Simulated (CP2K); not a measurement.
SiNi: equation of state with PBE

The system is SiNi.

```
Ni Si
1.0
     2.94277    0.00000    0.00000
     0.00000    3.28033    0.00000
     0.00000    0.00000    4.67745
Ni Si
2 2
Cartesian
  1.4714 1.6402 1.6020
  0.0000 0.0000 3.0754
  1.4714 1.6402 3.9438
  0.0000 0.0000 0.7337
```

The cell is a database's computed one.

| Property | Result |
| --- | --- |
| Program | CP2K 2026.2 |
| Task | equation of state |
| Functional | PBE |
| Potentials or basis | GTH_POTENTIALS Ni GTH-PBE-q18; POTENTIAL_UZH Si GTH-PBE-q4; TZVP-MOLOPT-SR-GTH, TZVP-MOLOPT-PBE-GTH basis |
| Density cutoff | 8163 eV |
| k mesh | 9 × 8 × 6 |
| Occupations | fermi-dirac, width 0.05 eV |
| Spin | collinear spin, ferromagnetic start |
| Starting moments | [1.0, 1.0, 0.0, 0.0] μB |

```
Equilibrium volume                        : 11.68 Å³/atom
Bulk modulus at fixed shape and positions : 183 GPa
Pressure derivative of the bulk modulus   : 4.6 (rough: it moves with the points fitted)
```

Energy against volume, from the lowest point:
| volume (Å³/atom) | energy (meV/atom) |
| --- | --- |
| 10.611 | 67.08 |
| 10.837 | 40.18 |
| 11.062 | 20.62 |
| 11.288 | 7.94 |
| 11.514 | 1.28 |
| 11.740 | 0.00 |
| 11.965 | 3.55 |

All runs of the series together: 11 min on 2 threads of Arm Neoverse V1 (shared host).

Caveat: the cell was scaled at fixed shape and fractional positions, which overstates the stiffness of a crystal with free parameters, most of all of layers and chains; the basis of atomic orbitals isn't converged, which shifts pressures, moduli and gaps.
